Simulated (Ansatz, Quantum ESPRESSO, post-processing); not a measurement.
# 1 layers of Nb in Na(110), on the host's sites: ballistic transmission, part 3 of 3

How well does the junction conduct in the ballistic limit? It is: 1 layers of Nb in Na(110), on the host's sites.

Quantum ESPRESSO 7.5; plane-wave DFT, LDA, GBRV ultrasoft pseudopotentials; cross-check by Ansatz 0.2.0 with PAW datasets.

So far. Step 3 (Transmission with pwcond.x): The run is unpolarised; a magnetic state was not tried, may lie lower and would change T. Step 3 (Transmission with pwcond.x): At no point does T exceed the number of channels.

## (4) The same in Ansatz

A second code with its own PAW datasets, on the same atoms.

Level of this step: plane-wave DFT, LDA, Ansatz PAW (Ansatz 0.2.0).

Input file input.yaml:

```yaml
crystal:
  lattice:
    - [4.2, 0.0, 0.0]
    - [2.1, 2.969848481, 0.0]
    - [0.0, 0.0, 40.0749308064]
  atoms:
    - { symbol: Na, position: [0.0, 0.0, 0.0] }
    - { symbol: Na, position: [0.5, 0.0, 0.0741073889] }
    - { symbol: Na, position: [0.0, 0.0, 0.1482147777] }
    - { symbol: Na, position: [0.5, 0.0, 0.2223221666] }
    - { symbol: Na, position: [0.0, 0.0, 0.2964295555] }
    - { symbol: Na, position: [0.5, 0.0, 0.3705369443] }
    - { symbol: Nb, position: [0.0, 0.0, 0.4258926111] }
    - { symbol: Na, position: [0.5, 0.0, 0.4812482779] }
    - { symbol: Na, position: [0.0, 0.0, 0.5553556668] }
    - { symbol: Na, position: [0.5, 0.0, 0.6294630557] }
    - { symbol: Na, position: [0.0, 0.0, 0.7035704445] }
    - { symbol: Na, position: [0.5, 0.0, 0.7776778334] }
    - { symbol: Na, position: [0.0, 0.0, 0.8517852223] }
    - { symbol: Na, position: [0.5, 0.0, 0.9258926111] }
kpoints:
  mp_grid: { grid: [7, 8, 1] }
hamiltonian:
  xc: lda
scf:
  occupations: { method: fermi_dirac, width: 0.1 }
  convergence: { dr2_threshold: 1.0e-08 }
output:
  transmission: { leads: [[0, 2]], e_range: [-0.4, 0.4], de: 0.4, kmesh: [12, 12] }
  write_potential: true
  write_density: true
  volumetric_format: npy
  elf: true
```

Command:

```console
> ansatz run input.yaml --threads 4 --pin off --max-ram 8192MiB --backend cpu --events-out ev --progress --plain --runs-dir out
```

Numbers of over 12 decimals in the logs are rounded to 6 here.

Log:

```text
Warning: crystal.symmetry: narrowed to the stabiliser of the k-point mesh — unitary ops 8 → 4; excluded 4 operations that carry a point of the 7×8×1 mesh (shift [0, 0, 0]) off the mesh (the run samples exactly the mesh kpoints.mp_grid names, as under crystal.symmetry.detect: false, and its converged state has the mesh's symmetry, not the crystal's; ε∞, the Born charges and the force constants of a linear response (`dielectric:` by the response, `phonons.method: dfpt`) are averaged over those of the crystal's operations that the state keeps within a tolerance, where `mesh_tensors`, `unaveraged_element` or `gamma_mean_max_change_ev_ang2` stands beside them; [rest of the remark cut]
Engine: ansatz 0.2.0, aarch64-unknown-linux-gnu
Pseudopotentials: kind: paw
Pseudopotential: Na, paw, valence charge 9, recommended cutoff 420 eV (normal), Na.paw.azcp
Pseudopotential: Nb, paw, valence charge 13, recommended cutoff 420 eV (normal), Nb.paw.azcp
Functional definition: SPW92
  exchange = slater_x
  correlation = pw_c
Crystal: 14 atoms, lattice volume = 499.869 Å³
Basis set: ecut = 420 eV, 9591 PW (Γ)
Bands: 79, of which v1, the nominal top of the filled ones, is band 65 counted from 1 (64 counted from 0)
Symmetry: 4 space group operations
k-points: 29 of 56
Non-local potential: Na, projectors of the file, l = 0: 3, l = 1: 2, l = 2: 1
Non-local potential: Nb, projectors of the file, l = 0: 3, l = 1: 2, l = 2: 2, l = 3: 1
PAW form: soft (Blöchl's): semilocal exchange-correlation on the pseudo side does not see the compensation charge
PAW frozen core: Na, regenerated for the run's functional, and the local potential with it (the file was generated under x = pbe(κ = 0.804, μ = 0.219515), c = pbe(β = 0.066725))
PAW frozen core: Nb, regenerated for the run's functional, and the local potential with it (the file was generated under x = pbe(κ = 0.804, μ = 0.219515), c = pbe(β = 0.066725))
PAW one-centre angular grid: Na, 110 points (default); XC on 64 Gauss nodes
PAW one-centre angular grid: Nb, 590 points (default); XC on 64 Gauss nodes
Initial density: superposition of atomic densities (neutral atoms: chi_scale 0, normalization atom), corrected by the library's trained network
Initial wavefunctions: pseudopotential atomic-orbital guess
Functional: x = slater, c = lda
SCF iter   1: F=—  HF=-23504.396203 eV  |F-HF|=—  |Δ(HF+E_count)|=         —  Δρ=6.89e-3  dr2=2.42e0  ethr=1.77e-3  ⟨swp⟩=7.9  Hψ=8055  notcnv=0  defer=1
preconditioner: auto → Kerker (q_TF=auto, 2.180 Å⁻¹)  [metal: Δε(μ)=0.004 eV  Ē_g=2.762 eV  σ=0.100 eV  W_gap=0.01  n_scr=100 (ndim 8)  ℏωp=7.0 eV  f_vac=0.000  D(μ)=10.47/eV (n_scr^D=60)]
SCF iter   2: F=—  HF=-23504.339017 eV  |F-HF|=—  |Δ(HF+E_count)|=   5.72e-2  Δρ=2.37e-3  dr2=3.12e-1  ethr=1.77e-3  ⟨swp⟩=1.0  Hψ=2639  notcnv=0  defer=1
SCF iter   3: F=—  HF=-23504.334434 eV  |F-HF|=—  |Δ(HF+E_count)|=   4.58e-3  Δρ=6.98e-4  dr2=7.10e-3  ethr=2.40e-4  ⟨swp⟩=1.0  Hψ=2288  notcnv=0  defer=1
SCF iter   4: F=—  HF=-23504.334276 eV  |F-HF|=—  |Δ(HF+E_count)|=   1.58e-4  Δρ=2.50e-4  dr2=2.88e-3  ethr=5.46e-6  ⟨swp⟩=1.7  Hψ=2360  notcnv=0  defer=1
SCF iter   5: F=—  HF=-23504.334144 eV  |F-HF|=—  |Δ(HF+E_count)|=   1.33e-4  Δρ=8.98e-5  dr2=3.55e-4  ethr=2.22e-6  ⟨swp⟩=1.2  Hψ=2296  notcnv=0  defer=1
SCF iter   6: F=—  HF=-23504.334120 eV  |F-HF|=—  |Δ(HF+E_count)|=   2.38e-5  Δρ=3.65e-5  dr2=1.54e-4  ethr=2.73e-7  ⟨swp⟩=2.0  Hψ=2448  notcnv=0  defer=1
SCF iter   7: F=—  HF=-23504.334122 eV  |F-HF|=—  |Δ(HF+E_count)|=   2.66e-6  Δρ=1.25e-5  dr2=9.76e-6  ethr=1.18e-7  ⟨swp⟩=1.0  Hψ=2288  notcnv=0  defer=1
SCF iter   8: F=—  HF=-23504.334203 eV  |F-HF|=—  |Δ(HF+E_count)|=   8.09e-5  Δρ=3.68e-6  dr2=2.14e-7  ethr=7.51e-9  ⟨swp⟩=1.8  Hψ=2419  notcnv=0  defer=1
SCF iter   9: F=—  HF=-23504.334203 eV  |F-HF|=—  |Δ(HF+E_count)|=   1.37e-8  Δρ=1.53e-6  dr2=3.30e-8  ethr=1.65e-10  ⟨swp⟩=2.0  Hψ=2635  notcnv=0  defer=1
SCF iter  10: F=-23504.334203 eV  HF=-23504.334203 eV  |F-HF|=5.60e-9  |Δ(HF+E_count)|=   4.11e-9  Δρ=8.62e-7  dr2=6.83e-9  ethr=7.69e-12  ⟨swp⟩=5.8  Hψ=6171  notcnv=0
SCF 1 converged in 10 iterations: F = -23504.334203 eV  dr2 = 6.83e-9
  greatest PAW one-centre occupation: 0.999 electrons in one spin orbital (limit 2), on the Na atom at site 7 (counted from 0), in its partial waves of l = 0
transmission: 410 of 4070 steps passed
transmission: 814 of 4070 steps passed
[...]
transmission: 4070 of 4070 steps passed
SCF converged after 10 iterations
Free energy (F): -23504.334203 eV
Harris-Foulkes:  -23504.334203 eV  (|F-HF|=5.60e-9)
Internal energy: -23503.978948 eV  (E = F + TS)
E sigma→0 (E₀):  -23504.156576 eV
Entropy (-TS):   -0.355256 eV (-25.375 meV/atom)
Fermi energy:    2.089016 eV
--- Per-component energies (eV) ---
  E_band       = -3348.013254
  E_kinetic    = 1946.182435
  E_local      = -22720.874582  (includes V_loc(G=0)·N_el)
  E_nonlocal   = 1643.206006
  E_hartree    = 8628.069409
  E_xc         = -653.510785
  E_vxc        = -835.974254  (∫ρ·V_xc dr)
  E_paw        = -6146.194775  (= ΣΔE_a)
  E_vpaw       = -636.694211  (= ΣTr[D̂ρ^β])
  E_aug_tail   = -0.000191  (compensation charges beyond the density's cutoff)
  E_ewald      = -6203.113729
  E_core_change = 2.257265  (= ΣΔE_core)
  E_smearing   = -0.355256  (= −TS)
  E_closure    = 0.000000  (closes the sum)
  Σ components = -23504.334203   (vs F -23504.334203, Δ=0.00e0)
--- Band table (eV; the first three rows and the last of 29) ---
  k-point 0: bands = [... 61 lower, -0.4637, -0.3052, 0.1825, 0.3506, 0.9051, 1.1622, 1.5736, 1.8058, ... 10 higher]
  k-point 1: bands = [... 61 lower, -0.1896, -0.0446, 0.4525, 0.5938, 1.1503, 1.3765, 1.7808, 2.0505, ... 10 higher]
  k-point 2: bands = [... 61 lower, 0.6175, 0.7007, 1.2273, 1.2460, 1.7434, 1.9092, 2.3036, 2.4087, ... 10 higher]
  k-point 28: bands = [... 61 lower, 2.1264, 2.3000, 2.3461, 2.3884, 2.4327, 2.5700, 2.5998, 2.7189, ... 10 higher]
--- Transmission ---
  basis      : 103 plane waves across, 55 finite elements along
  points     : 74, standing for a mesh of 12 x 12
  energies   : 3 from -0.400000 to 0.400000 eV about the Fermi level, 0.400000 eV apart; the leads are filled to 0.000000 eV, and channels, transmission and decay are at 0.000000 eV
  crystal 0  : Na2, at the sites [0, 2], period 5.9397 Å, over 38.61 Å; its Hamiltonian steps by up to 5.8 meV
    offset         : up to 0.0000 Å between an atom of the period and one for which it stands
    channels       : 8.958333e-1 a spin
    conductance    : none, the energies end too early or step too widely for 300 K: set another output.transmission.e_range or a lower de, or, where they end at an eighth of basis.ecutwfc, a higher one
    slowest decay  : 0.2994 /Å at (0.0833, 0.5000)
  junction   : crystal 0 to crystal 0, -1.48 to 32.65 Å
    transmission   : 2.170597e-1 a spin
    conductance    : none, the energies end too early or step too widely for 300 K: set another output.transmission.e_range or a lower de, or, where they end at an eighth of basis.ecutwfc, a higher one
```

It took 65 s on 4 threads of Arm Neoverse V2, shared host; peak memory 1.4 GiB; 4.1 min of CPU time.

Numbers from this step:

- free energy: -23504.3342 eV
- energy at zero smearing: -23504.1566 eV
- smearing term TS: 0.3553 eV
- Fermi energy: 2.089 eV
- symmetry operations: 4
- transmission at the Fermi level, one spin: 0.2171
- step of the lead's Hamiltonian over a period: 5.8 meV

Per spin; mean over the k mesh across the current. The transmission, zone mean by energy, zero at the Fermi level:

```tsv
energy (eV)	transmission, zone mean
-0.400	0.346
0.000	0.217
0.400	0.297
```

Per spin; mean over the k mesh across the current. Table of open channels, zone mean by energy, zero at the Fermi level:

```tsv
energy (eV)	open channels, zone mean
-0.400	0.715
0.000	0.896
0.400	0.951
```

Electrostatic potential energy in the ca plane at fractional y = 0.000, with atoms of Na and Nb within 0.2 Å of it. With pseudopotentials it is smooth inside the atoms' cores, unlike the true potential.

Values in eV, 6 rows by 16 columns, each cell a mean:
```
  4   4   4 -13 -27   2   4   4 -23 -53  -5   4   4  -3 -34  -1
  1  -2   3   2   1   3   0  -1  -1  -6   1  -2   2   3   0   3
-16 -42   1   4   4   3 -23 -35   3   5  -2 -49  -4   4   4   4
-11 -30   2   4   4   3 -15 -24   3   4  -1 -34  -2   4   4   4
  2   1   3   0  -3   3   2   2  -5 -17   0   1   3   2  -4   2
  4   4   4 -20 -38   2   5   4 -29 -62  -7   5   4  -5 -49  -2
```
Columns run along c (16.0 Å, from fractional 0.20 to 0.60 of the cell; values clipped at the 3rd and 97th percentile), rows up along a (4.2 Å). Atoms in or near the plane, at fractional coordinates: Na at (0.22, 0.50), Na at (0.30, 0.00), Na at (0.37, 0.50), Nb at (0.43, 0.00), Na at (0.48, 0.50), Na at (0.56, 0.00).

Valence density in the ca plane at fractional y = 0.000, with atoms of Na and Nb within 0.2 Å of it. It is the smooth field of the valence electrons, not physical close to the nuclei.

Ten steps, logarithmic in the rise over the least value, from '0' (0 e/Å³) to '9' (18 e/Å³), each cell a mean:
```
00000000037972000000002467752100000001698400
00000000013430000000001355531000000000243100
00000000000000000000000122210000000000000000
01453000000000000135310001100135410000000000
04897200000000000279730000000279840000000000
04898200000000000389840000000379840000000000
02675100000000000157620000000157620000000000
00121000000000000012100111110012100000000000
00000000001210000000001234321000000000121000
00000000026751000000001466642000000001576300
00000000048983000000012577752100000002799500
```
Columns run along c (16.0 Å, from fractional 0.20 to 0.60 of the cell), rows up along a (4.2 Å). Atoms in or near the plane, at fractional coordinates: Na at (0.22, 0.50), Na at (0.30, 0.00), Na at (0.37, 0.50), Nb at (0.43, 0.00), Na at (0.48, 0.50), Na at (0.56, 0.00).

Ansatz finds T = 0.217 against pwcond's 0.216.

## (5) All levels side by side

All levels:

```tsv
step	T at the Fermi level (per spin)	conductance (G0)	r.m.s. T(E) from the first	CPU time of the step (s)	peak memory (GiB)
Ansatz	0.2171	-	0	243.1	1.444
pwcond	0.2158	0.2158	0.004533	1423	0.42
```

Per spin; mean over the k mesh across the current. Transmission, zone mean against energy, zero at the Fermi level:

```tsv
energy (eV)	Ansatz	pwcond
-0.400	0.346	0.354
0.000	0.217	0.216
0.400	0.297	0.295
```

## (6) A check by hand

The Landauer sum over the mesh, Σ w T = 0.0278 × 0.848 + 0.0278 × 0.745 + 0.0278 × 0.645 + … = 0.2158.

G = 0.216 × 77.48 µS = 16.7 µS a cell. Times the area of 12.473 Å², the resistance-area product is A/G = 7.46 fΩ m², the leads' contact resistance included.

Free electrons at 1 an atom (2 atoms in 74.1 Å³) have k_F = 0.928 1/Å and offer A k_F²/4π = 0.85 channels per spin; the lead has 0.90 on this mesh.

## (7) Results

* conductance from T at the Fermi level, a cell (G₀ = 2e²/h): 0.216 G₀
* conductance per area: 134 S/μm²
* lead channels per spin: 0.90
* the same conductance by Ansatz: 0.217 G₀

What this shows: The junction conducts 0.216 G₀ a cell at the Fermi level (LDA, GBRV ultrasoft). At the Fermi level the junction passes 24 % of what the leads offer. At the Fermi level pwcond and Ansatz differ by 0.60 %, a close match. Points with over 2.5 times the mean carry 50 % of T, so the mean leans on few points, and the mesh was not tested. Over -0.4 to 0.4 eV, T lies between 0.22 and 0.35 per spin. The geometry is as built, not relaxed, and the leads are short.

[Logs are printed without paths, hosts, clocks, repeated set-up lines and the standing remarks that a program may print on its own settings, such as how far it seeks lower states.]

[Hosts, paths, dates, database ids (printed as entryN), source tags and the programs' standing remarks are cut or masked in the printed files.]

[Maps of the electrostatic potential energy from Ansatz leave out the sawtooth potential of an applied field or a dipole correction, so their vacuum need not be flat; planar profiles and work functions include it.]
